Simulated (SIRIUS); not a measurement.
Runs of SIRIUS 7.10.0 on Ge. The structure is orthorhombic, space group Cmmm (No. 65). Conventional cell: a = 2.794 Å, b = 5.201 Å, c = 2.698 Å, α = 90.00°, β = 90.00°, γ = 90.00°. Ge (site symmetry mmm) has 8 Ge at 2.70 to 2.95 Å as nearest neighbours. This isn't the form of Ge at room conditions, which is diamond.

```tsv
level	libxc names	gap on the mesh (eV)	pressure (GPa)
revPBE	["XC_GGA_X_PBE_R", "XC_GGA_C_PBE"]	none	0.8
PBE	["XC_GGA_X_PBE", "XC_GGA_C_PBE"]	none	-0.6
RPBE	["XC_GGA_X_RPBE", "XC_GGA_C_PBE"]	none	1.4
RGE2	["XC_GGA_X_RGE2", "XC_GGA_C_RGE2"]	none	(a)
BLYP	["XC_GGA_X_B88", "XC_GGA_C_LYP"]	none	5.1
LDA	["XC_LDA_X", "XC_LDA_C_PW"]	none	-6.1
N12	["XC_GGA_X_N12", "XC_GGA_C_N12"]	none	(b)
PW91	["XC_GGA_X_PW91", "XC_GGA_C_PW91"]	none	-0.3
```

Alike in all rows: task single point; potentials or basis PseudoDojo 0.4.1 PBE standard (scalar relativistic); no spin polarisation; cell as given; k mesh 9 × 9 × 8; cutoff (eV) 1078; smearing fermi-dirac 0.05 eV.

Estimate the missing entries.

(a) -3.0; (b) -5.9.

Caveats: the potentials were made for another functional, which shifts forces and pressure (some runs).

A k mesh can miss the band edges, and the runs leave out spin-orbit coupling on Ge.

A gap of «none» marks a metal or a gap under the smearing width.
